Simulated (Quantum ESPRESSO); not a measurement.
Crystal: InPd.

```
In Pd
1.0
     3.27188    0.00000    0.00000
     0.00000    3.27188    0.00000
     0.00000    0.00000    3.27188
In Pd
1 1
Direct
  0.00000 0.00000 0.00000
  0.50000 0.50000 0.50000
```

The cell comes from a database or a generator and needn't be the stable form of this composition.

Below is the output of Quantum ESPRESSO 7.5 for this cell. Logs are shortened: lines on timing, memory, paths and dates and some standing lists are left out, and cuts for length are marked.

```text
This program is part of the open-source Quantum ESPRESSO suite
     for quantum simulation of materials; please cite
[... 6 lines left out ...]
     using ibrav=0 with symmetry is DISCOURAGED, use correct ibrav instead

     K-points division:     npool     =       2
     Subspace diagonalization in iterative solution of the eigenvalue problem:
     a serial algorithm will be used

     G-vector sticks info
     --------------------
     sticks:   dense  smooth     PW     G-vecs:    dense   smooth      PW
     Sum        1361     673    213                37705    13301    2325

     Using Slab Decomposition

     bravais-lattice index     =            0
     lattice parameter (alat)  =       6.1830  a.u.
     unit-cell volume          =     236.3690 (a.u.)^3
     number of atoms/cell      =            2
     number of atomic types    =            2
     number of electrons       =        29.00
     number of Kohn-Sham states=           22
     kinetic-energy cutoff     =      56.0000  Ry
     charge density cutoff     =     448.0000  Ry
     scf convergence threshold =      4.0E-10
     mixing beta               =       0.5000
     number of iterations used =            8  plain     mixing
     energy convergence thresh.=      1.0E-05
     force convergence thresh. =      4.0E-04
     press convergence thresh. =      3.0E-01
     Exchange-correlation= SLA  PW   PSX  PSC
                           (   1   4  10   8   0   0   0)
     nstep                     =           40

     celldm(1)=   6.182966  celldm(2)=   0.000000  celldm(3)=   0.000000
     celldm(4)=   0.000000  celldm(5)=   0.000000  celldm(6)=   0.000000

     crystal axes: (cart. coord. in units of alat)
               a(1) = (   1.000000   0.000000   0.000000 )
               a(2) = (   0.000000   1.000000   0.000000 )
               a(3) = (   0.000000   0.000000   1.000000 )

     reciprocal axes: (cart. coord. in units 2 pi/alat)
               b(1) = (  1.000000  0.000000  0.000000 )
               b(2) = (  0.000000  1.000000  0.000000 )
               b(3) = (  0.000000  0.000000  1.000000 )

[... 1493 lines left out ...]

     reciprocal axes: (cart. coord. in units 2 pi/alat)
               b(1) = (  1.008909  0.000000  0.000000 )
               b(2) = (  0.000000  1.008909  0.000000 )
               b(3) = (  0.000000  0.000000  1.008909 )

     PseudoPot. # 1 for In read from file:
     in_pbesol_v1.4.uspp.F.UPF
     Pseudo is Ultrasoft + core correction, Zval = 13.0
     Generated by new atomic code, or converted to UPF format
     Using radial grid of  889 points,  6 beta functions with:
                l(1) =   0
                l(2) =   0
                l(3) =   1
                l(4) =   1
                l(5) =   2
                l(6) =   2
     Q(r) pseudized with  6 coefficients,  rinner =    1.400   1.400   1.400
                                                       1.400   1.400

     PseudoPot. # 2 for Pd read from file:
     pd_pbesol_v1.4.uspp.F.UPF
     Pseudo is Ultrasoft + core correction, Zval = 16.0
     Generated by new atomic code, or converted to UPF format
     Using radial grid of  887 points,  6 beta functions with:
                l(1) =   0
                l(2) =   0
                l(3) =   1
                l(4) =   1
                l(5) =   2
                l(6) =   2
     Q(r) pseudized with  8 coefficients,  rinner =    1.130   1.130   1.130
                                                       1.130   1.130

     atomic species   valence    mass     pseudopotential
     In               13.00   114.81800     In( 1.00)
     Pd               16.00   106.42000     Pd( 1.00)

     48 Sym. Ops., with inversion, found

   Cartesian axes

     site n.     atom                  positions (alat units)
         1        In     tau(   1) = (   0.0000000   0.0000000   0.0000000  )
         2        Pd     tau(   2) = (   0.4955847   0.4955847   0.4955847  )

     number of k points=    35  Fermi-Dirac smearing, width (Ry)=  0.0037
                       cart. coord. in units 2pi/alat
        k(    1) = (   0.0000000   0.0000000   0.0000000), wk =   0.0039062
        k(    2) = (   0.0000000   0.0000000   0.1261137), wk =   0.0234375
        k(    3) = (   0.0000000   0.0000000   0.2522273), wk =   0.0234375
        k(    4) = (   0.0000000   0.0000000   0.3783410), wk =   0.0234375
        k(    5) = (   0.0000000   0.0000000  -0.5044547), wk =   0.0117188
        k(    6) = (   0.0000000   0.1261137   0.1261137), wk =   0.0468750
[... 27 lines left out ...]
        k(   34) = (   0.3783410  -0.5044547  -0.5044547), wk =   0.0234375
        k(   35) = (  -0.5044547  -0.5044547  -0.5044547), wk =   0.0039062

     Dense  grid:    37073 G-vectors     FFT dimensions: (  45,  45,  45)

     Smooth grid:    13133 G-vectors     FFT dimensions: (  30,  30,  30)

     Initial potential from superposition of free atoms

     starting charge      27.0000, renormalised to      29.0000

     negative rho (up, down):  8.117E-02 0.000E+00
     Starting wfcs are   21 randomized atomic wfcs +    1 random wfcs

     Self-consistent Calculation

     iteration #  1     ecut=    56.00 Ry     beta= 0.50
     Davidson diagonalization with overlap
     c_bands:  1 eigenvalues not converged
     ethr =  1.00E-06,  avg # of iterations = 13.5

     negative rho (up, down):  7.641E-02 0.000E+00

     total energy              =    -328.25045803 Ry
     estimated scf accuracy    <       8.57022356 Ry
[... 344 lines left out ...]
     negative rho (up, down):  7.859E-02 0.000E+00
          total   stress  (Ry/bohr**3)                   (kbar)     P=        1.04
   0.00000704   0.00000000   0.00000000            1.04        0.00        0.00
   0.00000000   0.00000704   0.00000000            0.00        1.04        0.00
   0.00000000   0.00000000   0.00000704            0.00        0.00        1.04

=------------------------------------------------------------------------------=
   JOB DONE.
=------------------------------------------------------------------------------=
```

Problem. Write the input and the command behind it.

Solution. Relaxation of cell and atoms with PBEsol, no spin polarisation. The files as run (others can give the same):

pw.in
```
&CONTROL
  calculation = 'vc-relax'
  prefix = 'pwscf'
  outdir = './tmp'
  pseudo_dir = './pseudo'
  tprnfor = .true.
  tstress = .true.
  disk_io = 'low'
  nstep = 40
  forc_conv_thr = 0.0004
  etot_conv_thr = 1d-05
/
&SYSTEM
  ibrav = 0
  nat = 2
  ntyp = 2
  ecutwfc = 56
  ecutrho = 448
  nbnd = 22
  occupations = 'smearing'
  smearing = 'fd'
  degauss = 0.00367493
/
&ELECTRONS
  conv_thr = 4d-10
  electron_maxstep = 120
  mixing_beta = 0.5
/
&IONS
  ion_dynamics = 'bfgs'
/
&CELL
  cell_dynamics = 'bfgs'
  press = 0
  press_conv_thr = 0.3
/
ATOMIC_SPECIES
In   114.8180 in_pbesol_v1.4.uspp.F.UPF
Pd   106.4200 pd_pbesol_v1.4.uspp.F.UPF
CELL_PARAMETERS angstrom
   3.2718847800    0.0000000000    0.0000000000
   0.0000000000    3.2718847800    0.0000000000
   0.0000000000    0.0000000000    3.2718847800
ATOMIC_POSITIONS angstrom
In     0.0000000000    0.0000000000    0.0000000000
Pd     1.6359423900    1.6359423900    1.6359423900
K_POINTS automatic
8 8 8 0 0 0
```

Potentials or basis: GBRV 1.5 PBEsol.
Launch:
```console
$ OMP_NUM_THREADS=1 mpirun -n 2 pw.x -nk 2 -in pw.in > pw.out
```
